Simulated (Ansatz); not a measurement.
Wurtzite MgO: a single-point calculation in Ansatz (PBE). The cell was relaxed with r2SCAN and then strained (epitaxial +1.0 % in the xy plane, free normal strain -2.00 %), with the atoms relaxed again with r2SCAN; k points keep the names of the unstrained zone.

```yaml
crystal:
  lattice:
    - [3.3210994004, 0.0, 0.0]
    - [-1.6605497002, 2.8761564492, 0.0]
    - [0.0, 0.0, 4.9338488476]
  atoms:
    - { symbol: Mg, position: [0.3333333333, 0.6666666667, -0.014521994] }
    - { symbol: Mg, position: [0.6666666667, 0.3333333333, 0.485478006] }
    - { symbol: O, position: [0.3333333333, 0.6666666667, 0.389521994] }
    - { symbol: O, position: [0.6666666667, 0.3333333333, 0.889521994] }
kpoints:
  mp_grid: { grid: [12, 12, 6] }
  band_path:
    path:
      - [0.0, 0.0, 0.0]
      - [0.5, 0.0, 0.0]
      - [0.3333333333, 0.3333333333, 0.0]
      - [0.0, 0.0, 0.5]
      - [0.5, 0.0, 0.5]
      - [0.3333333333, 0.3333333333, 0.5]
    npoints: 1
hamiltonian:
  xc: pbe
scf:
  occupations: { method: fermi_dirac, width: 0.02 }
  n_extra_bands: 5
output:
  forces: true
  stress: true
  eigenvalues: true
```

In the abridged output below, numbers in square brackets stand for lines, or ends of lines, that were taken out.
```
Pseudopotential: Mg, paw, valence charge 10, recommended cutoff 420 eV (normal)
Pseudopotential: O, paw, valence charge 6, recommended cutoff 420 eV (normal)
Functional definition: PBE
Crystal: 4 atoms, lattice volume = 47.128 Å³
Basis set: ecut = 420 eV, 929 PW (Γ)
Bands: 21, of which v1, the nominal top of the filled ones, is band 16 counted from 1 (15 counted from 0)
Symmetry: 12 space group operations
Space group: P63mc (ITA 186)
k-points: 76 of 864 (time reversal used)
NSCF: frozen V_eff on 6 k-points
Free energy (F): -4987.987957 eV
[1]
--- Forces (eV/Å), atoms counted from 1 ---
  atom   1  Mg      0.00000      0.00000    -0.01958
  atom   2  Mg      0.00000      0.00000    -0.01958
  atom   3  O       0.00000      0.00000      0.01955
  atom   4  O       0.00000      0.00000      0.01955
--- Stress (GPa, compression-positive) ---
[2]
--- Band table (eV; the first three rows and the last of 76) ---
[3]
```

The rows of the band table are 0: (0, 0, 0) = Γ, 1: (0, 0, 1/6), 2: (0, 0, 1/3), 75: (1/3, 1/3, -1/2) = H.

Problem. Give the withheld lines. They hold the stress, the Fermi energy and the band table.

Solution.
```
[1]
Fermi energy:    6.873833 eV
[2]
        2.985749       0.000000       0.000000
        0.000000       2.985749       0.000000
        0.000000       0.000000       3.828369
  P = ⅓ Tr σ = 3.2666 GPa (32.666 kbar)
[3]
  k-point 0: bands = […, 1.8481, 4.2791, 4.2791, 4.6412, 4.6412, 5.1423, 8.5851, 13.6633, 15.5587, 19.1087, …]
  k-point 1: bands = […, 1.9969, 4.3024, 4.3024, 4.6158, 4.6158, 4.7425, 9.0346, 13.1819, 16.0638, 19.1177, …]
  k-point 2: bands = […, 2.4286, 3.9269, 4.3667, 4.3667, 4.5472, 4.5472, 10.0095, 12.2254, 17.1266, 19.2362, …]
  k-point 75: bands = […, 2.4335, 2.4335, 2.9955, 2.9955, 4.7425, 4.7425, 13.5786, 13.5786, 15.0785, 15.0785, …]
```
The trailing digits, and the zero of the energies, depend on the potentials and thresholds.

PBE gives a direct gap of 3.44 eV at Γ. Edges are sought over the mesh and the listed points. The mean pressure is +3.27 GPa (compression positive), so PBE would enlarge the cell's volume.

Run as `ansatz run input.yaml --threads 2 --pin off --max-ram 29491MiB --backend cpu --events-out ev --progress --plain --runs-dir out`. Wall time 2.7 s on 2 threads of AMD EPYC 7R13 Processor (Zen 3) (shared host), load about 1.5 per core; peak host memory 0.49 GiB.

All values are calculated for a non-magnetic cell, which may be hypothetical.
